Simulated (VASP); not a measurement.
# BN (F-43m) in VASP: settings compared

One crystal, BN, is run at these levels: PBEsol+D4, PBEsol+rVV10; tasks: relaxation of cell and atoms.

All numbers are computed with VASP 6.6.1; they aren't measurements. Logs are shortened: lines on timing, memory, paths and dates and some standing lists are left out, and cuts for length are marked.

### 1 Starting point

It takes space group F-43m (No. 216, cubic). The conventional cell has a = 3.626 Å, b = 3.626 Å, c = 3.626 Å, α = 90.00°, β = 90.00°, γ = 90.00°. N (site symmetry -43m) is surrounded by 4 B at 1.57 Å. B (site symmetry -43m) has 4 N at 1.57 Å as nearest neighbours.

The cell is a database's computed one.

### 2 Relaxation of cell and atoms, PBEsol+D4

INCAR reads:

```
PREC = Accurate ; ENCUT = 600
EDIFF = 1E-6 ; ISMEAR = -1
SIGMA = 0.05 ; LREAL = F
LASPH = T ; NELM = 80
ALGO = Normal ; ISIF = 3
LWAVE = F ; LCHARG = F
GGA = PS ; IVDW = 13
IBRION = 2 ; NSW = 40
EDIFFG = -0.02
```

KPOINTS reads:

```
regular mesh
0
Gamma
  13 13 13
```

POSCAR reads:

```
BN
1.0
    0.0000000000      1.8130010000      1.8130010000
    1.8130010000      0.0000000000      1.8130010000
    1.8130010000      1.8130010000      0.0000000000
N B
1 1
Direct
    0.2500000000      0.2500000000      0.2500000000
    0.0000000000      0.0000000000      0.0000000000
```

Potentials or basis: VASP PAW PBE potentials, release 64 (N, B).

Started as:

```sh
> cat potpaw_PBE.64/N/POTCAR potpaw_PBE.64/B/POTCAR > POTCAR
> mpirun -np 1 vasp_std > vasp.out
```

OUTCAR:

```text
PREC = Accurate
   ENCUT = 600
   EDIFF = 1E-6
   ISMEAR = -1
   LREAL = F
   LASPH = T
   NELM = 80
   ISIF = 3
   GGA = PS
   IVDW = 13
   IBRION = 2
   NSW = 40
   EDIFFG = -0.02

 ion  position               nearest neighbor table
   1  0.250  0.250  0.250-   2 1.57   2 1.57   2 1.57   2 1.57
   2  0.000  0.000  0.000-   1 1.57   1 1.57   1 1.57   1 1.57

  LATTYP: Found a face centered cubic cell.
 ALAT       =     3.6260020000

  Lattice vectors:

 A1 = (   0.0000000000,   1.8130010000,   1.8130010000)
 A2 = (   1.8130010000,   0.0000000000,   1.8130010000)
 A3 = (   1.8130010000,   1.8130010000,   0.0000000000)

Analysis of symmetry for initial positions (statically):
=====================================================================
 Subroutine PRICEL returns:
 Original cell was already a primitive cell.

 Routine SETGRP: Setting up the symmetry group for a
 face centered cubic supercell.

 Subroutine GETGRP returns: Found 24 space group operations
 (whereof 24 operations were pure point group operations)
 out of a pool of 48 trial point group operations.

The static configuration has the point symmetry T_d .

Analysis of symmetry for dynamics (positions and initial velocities):
=====================================================================
 Subroutine PRICEL returns:
 Original cell was already a primitive cell.

 Routine SETGRP: Setting up the symmetry group for a
 face centered cubic supercell.

 Subroutine GETGRP returns: Found 24 space group operations
 (whereof 24 operations were pure point group operations)
 out of a pool of 48 trial point group operations.

The dynamic configuration has the point symmetry T_d .

 Subroutine INISYM returns: Found 24 space group operations
 (whereof 24 operations are pure point group operations),
 and found     1 'primitive' translations

----------------------------------------------------------------------------------------

                                     Primitive cell

  volume of cell :      11.9186

  direct lattice vectors                    reciprocal lattice vectors
     0.000000000  1.813001000  1.813001000    -0.275785838  0.275785838  0.275785838
     1.813001000  0.000000000  1.813001000     0.275785838 -0.275785838  0.275785838
     1.813001000  1.813001000  0.000000000     0.275785838  0.275785838 -0.275785838

  length of vectors
     2.563970603  2.563970603  2.563970603     0.477675083  0.477675083  0.477675083

  position of ions in fractional coordinates (direct lattice)
     0.250000000  0.250000000  0.250000000
     0.000000000  0.000000000  0.000000000

  ion indices of the primitive-cell ions
[... 67 lines left out ...]
   ISTART =      0    job   : 0-new  1-cont  2-samecut
   ICHARG =      2    charge: 1-file 2-atom 10-const
   ISPIN  =      1    spin polarized calculation?
   LNONCOLLINEAR =      F non collinear calculations
   LSORBIT =      F    spin-orbit coupling
   LASPH  =      T    aspherical Exc in radial PAW
   ENCUT  =  600.0 eV  44.10 Ry    6.64 a.u.   5.12  5.12  5.12*2*pi/ulx,y,z
   NELM   =     80;   NELMIN=  2; NELMDL= -5     # of ELM steps
   EDIFF  = 0.1E-05   stopping-criterion for ELM
   LREAL  =      F    real-space projection
   EDIFFG = -.2E-01   stopping-criterion for IOM
   NSW    =     40    number of steps for IOM
   IBRION =      2    ionic relax: 0-MD 1-quasi-New 2-CG
   NFREE  =      1    steps in history (QN), initial steepest desc. (CG)
   ISIF   =      3    stress and relaxation
   ISYM   =      2    0-nonsym 1-usesym 2-fastsym
   POTIM  = 0.5000    time-step for ionic-motion
   TEBEG  =    0.0;   TEEND  =   0.0 temperature during run
   PSTRESS=    0.0 pullay stress
   NELECT =       8.0000    total number of electrons
   NUPDOWN=      -1.0000    fix difference up-down
   EMIN   =  10.00;   EMAX   =-10.00  energy-range for DOS
   EFERMI =   0.00;   METHOD = LEGACY
   ISMEAR =    -1;   SIGMA  =   0.05  broadening in eV -4-tet -1-fermi 0-gaus
   EFERMI_NEDOS =   21; number of points for ismear=-14 and -15
   IALGO  =     38    algorithm
   IMIX   =      4    mixing-type and parameters
     AMIX     =   0.40;   BMIX     =  1.00
     AMIX_MAG =   1.60;   BMIX_MAG =  1.00
  volume/ion in A,a.u.               =       5.96        40.22
  Fermi-wavevector in a.u.,A,eV,Ry     =   1.433387  2.708709 27.954506  2.054598
  Thomas-Fermi vector in A             =   2.552911
   LORBIT       =      0    0 simple, 1 ext, 2 COOP (PROOUT), +10 PAW based schemes
   GGA     = PS    functional components
   LHFCALC =     F    Hartree Fock is set to
   AEXX    =    0.0000 exact exchange contribution
   IVDW    =    13    specifies the selected vdW correction
   LEPSILON=     F    determine dielectric tensor
   LRPA    =     F    only Hartree local field effects (RPA)
 conjugate gradient relaxation of ions
 non-spin polarized calculation
  energy-cutoff  :      600.00
  volume of cell :       11.92
 maximum number of plane-waves:       411
   NGX = 11   NGY = 11   NGZ = 11

--------------------------------------- Ionic step        1  -------------------------------------------

 number of electron       7.9999999 magnetization

 Free energy of the ion-electron system (eV)
  ---------------------------------------------------
  ext. energy  EPLUGINS =         0.00000000
  ---------------------------------------------------
  free energy    TOTEN  =       -18.34773670 eV

  energy without entropy =      -18.34773670  energy(sigma->0) =      -18.34773670

------------------------ aborting loop because EDIFF is reached ----------------------------------------

  DFT-D4 for vdW energy calculation

  Edisp (eV):   -0.26389
[... 71 lines left out ...]
--------------------------------------- Ionic step        3  -------------------------------------------

 number of electron       7.9999998 magnetization

 Free energy of the ion-electron system (eV)
  ---------------------------------------------------
  ext. energy  EPLUGINS =         0.00000000
  ---------------------------------------------------
  free energy    TOTEN  =       -18.35038913 eV

  energy without entropy =      -18.35038913  energy(sigma->0) =      -18.35038913

 E-fermi :   8.4313     XC(G=0): -13.0908

 val. band max:        7.5512879160   @ k =   0.0000   0.0000   0.0000
 cond. band min:      11.9212700069   @ k =   0.4615   0.4615   0.0000
 fundamental gap:      4.3699820909
 Fermi energy:         8.4312924966

 k-point     1 :       0.0000    0.0000    0.0000
  band No.  band energies     occupation
      1     -12.8765      2.00000
      2       7.5513      2.00000
      3       7.5513      2.00000
      4       7.5513      2.00000
      5      16.3842      0.00000
      6      16.3842      0.00000
      7      16.3842      0.00000
      8      18.0667      0.00000
[... 243 lines left out ...]
 k-point    24 :       0.4615    0.1538    0.0000
  band No.  band energies     occupation
      1      -8.7983      2.00000
      2      -1.8991      2.00000
      3       4.2306      2.00000
      4       4.6576      2.00000
      5      16.4011      0.00000
      6      19.7974      0.00000
      7      20.1236      0.00000
      8      22.2998      0.00000

 [... further k-points ...]

------------------------ aborting loop because EDIFF is reached ----------------------------------------

  DFT-D4 for vdW energy calculation

  Edisp (eV):   -0.26968
[... 25 lines left out ...]
  FREE ENERGIE OF THE ION-ELECTRON SYSTEM (eV)
  ---------------------------------------------------
  free  energy   TOTEN  =       -18.6200646820 eV

  energy  without entropy=      -18.6200646819  energy(sigma->0) =      -18.62006468

 reached required accuracy - stopping structural energy minimisation
```

OSZICAR:

```text
N       E                     dE             d eps       ncg     rms          rms(c)
DAV:   1     0.124120206483E+02    0.12412E+02   -0.55661E+03  1384   0.110E+03
DAV:   2    -0.190274005742E+02   -0.31439E+02   -0.30638E+02  1880   0.201E+02
DAV:   3    -0.192786347551E+02   -0.25123E+00   -0.25123E+00  1608   0.207E+01
[... 20 lines left out ...]
DAV:   2    -0.183510282692E+02    0.10160E-01   -0.46582E-02  1632   0.176E+00    0.204E-01
DAV:   3    -0.183505431347E+02    0.48513E-03   -0.12695E-03  1568   0.369E-01    0.808E-02
DAV:   4    -0.183503927072E+02    0.15043E-03   -0.20700E-04  1560   0.130E-01    0.227E-02
DAV:   5    -0.183503897762E+02    0.29309E-05   -0.64423E-06  1640   0.232E-02    0.137E-02
DAV:   6    -0.183503891310E+02    0.64516E-06   -0.29328E-07   704   0.801E-03
   3 F= -.18620065E+02 E0= -.18620065E+02  d E =-.843686E-02
```

Run time: 18 s. Hardware: 1 thread of Intel Xeon Platinum 8375C at 2.90GHz (Ice Lake), shared host; peak memory 0.12 GiB.

Results:

```
Free energy                            : -18.6201 eV
Relaxed volume                         : 5.82 Å³/atom
Relaxed cell                           : a = 2.543 Å, b = 2.543 Å, c = 2.543 Å, α = 60.00°, β = 60.00°, γ = 60.00°
Space group after relaxing (to 0.05 Å) : F-43m (No. 216)
Energy gained by relaxing              : 4.2 meV/atom
Ionic steps                            : 3
Pressure after relaxing                : 0.0 GPa
Band gap on the k mesh                 : 4.37 eV, indirect (least direct gap 8.83 eV)
Dispersion energy per atom             : -0.135 eV
```

The path:
```
step  energy change (eV)  largest force (eV/Å)  pressure (GPa)  volume (Å³)
   1              0.0000                0.0000           -9.20        11.92
   2              0.0010                0.0000           10.59        11.34
   3             -0.0084                0.0000           -0.04        11.63
```

Final structure:
```
N B
1.0
     0.00000    1.79834    1.79834
     1.79834    0.00000    1.79834
     1.79834    1.79834    0.00000
N B
1 1
Cartesian
  0.8992 0.8992 0.8992
  0.0000 0.0000 0.0000
```

Levels at points of the mesh, in eV from the valence-band top:
```
           k point  band 1  band 2  band 3  band 4  band 5  band 6  band 7  band 8
(0.00, 0.00, 0.00)  -20.43    0.00    0.00    0.00    8.83    8.83    8.83   10.52
```

Caveat: the PAW data sets were made with another functional, which shifts forces and pressure a little; an odd mesh through Γ misses points on the zone boundary, where band edges often lie.

### 3 Relaxation of cell and atoms, PBEsol+rVV10

INCAR reads:

```
PREC = Accurate ; ENCUT = 600
EDIFF = 1E-7 ; ISMEAR = -1
SIGMA = 0.05 ; LREAL = False
LASPH = True ; NELM = 60
ALGO = Fast ; ISIF = 3
LWAVE = False ; LCHARG = False
GGA = PS ; LUSE_VDW = True
IVDW_NL = 2 ; BPARAM = 20.0
CPARAM = 0.0093 ; IBRION = 2
NSW = 40 ; EDIFFG = -0.02
```

KPOINTS is that of step 2.

POSCAR is that of step 2.

Potentials or basis: VASP PAW PBE potentials, release 64 (N, B).

Started as:

```sh
> cat potpaw_PBE.64/N/POTCAR potpaw_PBE.64/B/POTCAR > POTCAR
> mpirun -np 1 vasp_std > vasp.out
```

OUTCAR:

```text
PREC = Accurate
   ENCUT = 600
   EDIFF = 1E-7
   ISMEAR = -1
   LREAL = False
   LASPH = True
   NELM = 60
   ISIF = 3
   GGA = PS
   IVDW_NL = 2
   BPARAM = 20.0
   IBRION = 2
   NSW = 40
   EDIFFG = -0.02

 ion  position               nearest neighbor table
   1  0.250  0.250  0.250-   2 1.57   2 1.57   2 1.57   2 1.57
   2  0.000  0.000  0.000-   1 1.57   1 1.57   1 1.57   1 1.57

  LATTYP: Found a face centered cubic cell.
 ALAT       =     3.6260020000

  Lattice vectors:

 A1 = (   0.0000000000,   1.8130010000,   1.8130010000)
 A2 = (   1.8130010000,   0.0000000000,   1.8130010000)
 A3 = (   1.8130010000,   1.8130010000,   0.0000000000)

Analysis of symmetry for initial positions (statically):
=====================================================================
 Subroutine PRICEL returns:
 Original cell was already a primitive cell.

 Routine SETGRP: Setting up the symmetry group for a
 face centered cubic supercell.

 Subroutine GETGRP returns: Found 24 space group operations
 (whereof 24 operations were pure point group operations)
 out of a pool of 48 trial point group operations.

The static configuration has the point symmetry T_d .

Analysis of symmetry for dynamics (positions and initial velocities):
=====================================================================
 Subroutine PRICEL returns:
 Original cell was already a primitive cell.

 Routine SETGRP: Setting up the symmetry group for a
 face centered cubic supercell.

 Subroutine GETGRP returns: Found 24 space group operations
 (whereof 24 operations were pure point group operations)
 out of a pool of 48 trial point group operations.

The dynamic configuration has the point symmetry T_d .

 Subroutine INISYM returns: Found 24 space group operations
 (whereof 24 operations are pure point group operations),
[... 131 lines left out ...]
 RMM-DIIS sequential band-by-band and
  energy-cutoff  :      600.00
  volume of cell :       11.92
 maximum number of plane-waves:       411
   NGX = 11   NGY = 11   NGZ = 11

--------------------------------------- Ionic step        1  -------------------------------------------

 number of electron       7.9999999 magnetization

 Free energy of the ion-electron system (eV)
  ---------------------------------------------------
  ext. energy  EPLUGINS =         0.00000000
  ---------------------------------------------------
  free energy    TOTEN  =       -18.30283560 eV

  energy without entropy =      -18.30283560  energy(sigma->0) =      -18.30283560

------------------------ aborting loop because EDIFF is reached ----------------------------------------

  FORCE on cell =-STRESS in cart. coord.  units (eV):
  Direction    XX          YY          ZZ          XY          YZ          ZX
  --------------------------------------------------------------------------------------
  -------------------------------------------------------------------------------------
  Total       -0.4805480     -0.4805480     -0.4805480     -0.0000000      0.0000000     -0.0000000
  in kB      -64.5986132    -64.5986132    -64.5986132     -0.0000000      0.0000000     -0.0000000
  external PRESSURE =     -64.5986132 kB  Pullay stress =       0.0000000 kB
[... 59 lines left out ...]
--------------------------------------- Ionic step        3  -------------------------------------------

 number of electron       7.9999999 magnetization

 Free energy of the ion-electron system (eV)
  ---------------------------------------------------
  ext. energy  EPLUGINS =         0.00000000
  ---------------------------------------------------
  free energy    TOTEN  =       -18.30698153 eV

  energy without entropy =      -18.30698153  energy(sigma->0) =      -18.30698153

 E-fermi :   8.4534     XC(G=0): -13.0697

 val. band max:        7.4623637151   @ k =   0.0000   0.0000   0.0000
 cond. band min:      11.8061619451   @ k =   0.4615   0.4615   0.0000
 fundamental gap:      4.3437982300
 Fermi energy:         8.4534465342

 k-point     1 :       0.0000    0.0000    0.0000
  band No.  band energies     occupation
      1     -12.8881      2.00000
      2       7.4624      2.00000
      3       7.4624      2.00000
      4       7.4624      2.00000
      5      16.2581      0.00000
      6      16.2581      0.00000
      7      16.2581      0.00000
      8      17.8451      0.00000
[... 243 lines left out ...]
 k-point    24 :       0.4615    0.1538    0.0000
  band No.  band energies     occupation
      1      -8.8365      2.00000
      2      -1.9399      2.00000
      3       4.1585      2.00000
      4       4.5888      2.00000
      5      16.2644      0.00000
      6      19.6139      0.00000
      7      19.9734      0.00000
      8      22.1179      0.00000

 [... further k-points ...]

------------------------ aborting loop because EDIFF is reached ----------------------------------------

  FORCE on cell =-STRESS in cart. coord.  units (eV):
  Direction    XX          YY          ZZ          XY          YZ          ZX
  --------------------------------------------------------------------------------------
  -------------------------------------------------------------------------------------
  Total       -0.0003570     -0.0003570     -0.0003570      0.0000000      0.0000000      0.0000000
  in kB       -0.0488174     -0.0488174     -0.0488174      0.0000000      0.0000000      0.0000000
  external PRESSURE =      -0.0488174 kB  Pullay stress =       0.0000000 kB
[... 17 lines left out ...]
  FREE ENERGIE OF THE ION-ELECTRON SYSTEM (eV)
  ---------------------------------------------------
  free  energy   TOTEN  =       -18.3069815313 eV

  energy  without entropy=      -18.3069815313  energy(sigma->0) =      -18.30698153

 reached required accuracy - stopping structural energy minimisation
```

OSZICAR:

```text
N       E                     dE             d eps       ncg     rms          rms(c)
DAV:   1     0.124463945975E+02    0.12446E+02   -0.55655E+03  1384   0.110E+03
[... 27 lines left out ...]
RMM:   2    -0.183072414949E+02    0.50478E-02   -0.77154E-03  1344   0.904E-01    0.149E-01
RMM:   3    -0.183070600224E+02    0.18147E-03   -0.13476E-03  1344   0.438E-01    0.529E-02
RMM:   4    -0.183069875640E+02    0.72458E-04   -0.80211E-05  1344   0.105E-01    0.177E-02
RMM:   5    -0.183069817722E+02    0.57918E-05   -0.18943E-05  1344   0.459E-02    0.119E-02
RMM:   6    -0.183069824398E+02   -0.66759E-06   -0.32122E-06  1344   0.230E-02    0.620E-03
RMM:   7    -0.183069815433E+02    0.89651E-06   -0.14043E-06  1344   0.108E-02    0.247E-03
RMM:   8    -0.183069815313E+02    0.11972E-07   -0.13383E-07  1005   0.459E-03
   3 F= -.18306982E+02 E0= -.18306982E+02  d E =-.414593E-02
```

CONTCAR:

```text
BN
   1.00000000000000
    -0.0000000000000000    1.8026873509599559    1.8026873509599559
     1.8026873509599559   -0.0000000000000000    1.8026873509599559
     1.8026873509599559    1.8026873509599559   -0.0000000000000000
  N               B
     1     1
Direct
     0.2500000000000000    0.2500000000000000    0.2500000000000000
     0.0000000000000000    0.0000000000000000    0.0000000000000000

  0.00000000E+00  0.00000000E+00  0.00000000E+00
  0.00000000E+00  0.00000000E+00  0.00000000E+00
```

Run time: 41 s. Hardware: 1 thread of Intel Xeon Platinum 8375C at 2.90GHz (Ice Lake), shared host; peak memory 0.18 GiB.

Results:

```yaml
Free_energy: -18.3070 eV
Relaxed_volume: 5.86 Å³/atom
Relaxed_cell: a = 2.549 Å, b = 2.549 Å, c = 2.549 Å, α = 60.00°, β = 60.00°, γ = 60.00°
Space_group_after_relaxing_to_0.05_Å: F-43m (No. 216)
Energy_gained_by_relaxing: 2.1 meV/atom
Ionic_steps: 3
Pressure_after_relaxing: 0.0 GPa
Band_gap_on_the_k_mesh: 4.34 eV, indirect (least direct gap 8.80 eV)
```

The path:
```tsv
step	energy change (eV)	largest force (eV/Å)	pressure (GPa)	volume (Å³)
1	0.0000	0.0000	-6.46	11.92
2	0.0004	0.0000	7.14	11.51
3	-0.0041	0.0000	0.00	11.72
```

Final structure:
```xyz
2
Lattice="0.0000 1.8027 1.8027 1.8027 0.0000 1.8027 1.8027 1.8027 0.0000" Properties=species:S:1:pos:R:3 pbc="T T T"
N     0.9013    0.9013    0.9013
B     0.0000    0.0000    0.0000
```

Caveat: the PAW data sets were made with another functional, which shifts forces and pressure a little; an odd mesh through Γ misses points on the zone boundary, where band edges often lie. As with any semilocal functional, this PBEsol gap is likely too small.

### 4 The reference run

An earlier run on the cell as given: functional PBEsol; potentials or basis VASP PAW PBE potentials, release 64 (N, B); cutoff 520 eV; k mesh 13 × 13 × 13; occupations fermi-dirac, width 0.05 eV; no spin polarisation.

- Pressure: -5.7 GPa
- Band gap on the k mesh: 4.34 eV, indirect (least direct gap 8.72 eV)

### 5 The runs side by side

| task | level | cell | cutoff (eV) | ladder | gap on the mesh (eV) | pressure (GPa) | relaxed volume (Å³/atom) |
| --- | --- | --- | --- | --- | --- | --- | --- |
| relaxation of cell and atoms | PBEsol+D4 | relaxed | 600 | - | 4.37 | 0.0 | 5.82 |
| relaxation of cell and atoms | PBEsol+rVV10 | relaxed | 600 | - | 4.34 | 0.0 | 5.86 |
| single point | PBEsol | as given | 520 | free | 4.34 | -5.7 | - |

Alike in all rows: potentials or basis VASP PAW PBE potentials, release 64 (N, B); no spin polarisation; k mesh 13 × 13 × 13; smearing fermi-dirac 0.05 eV.

Caveats: the PAW data sets were made with another functional, which shifts forces and pressure a little; an odd mesh through Γ misses points on the zone boundary, where band edges often lie.

Total energies depend on the potentials used, so only differences within one code and one set of settings carry meaning.
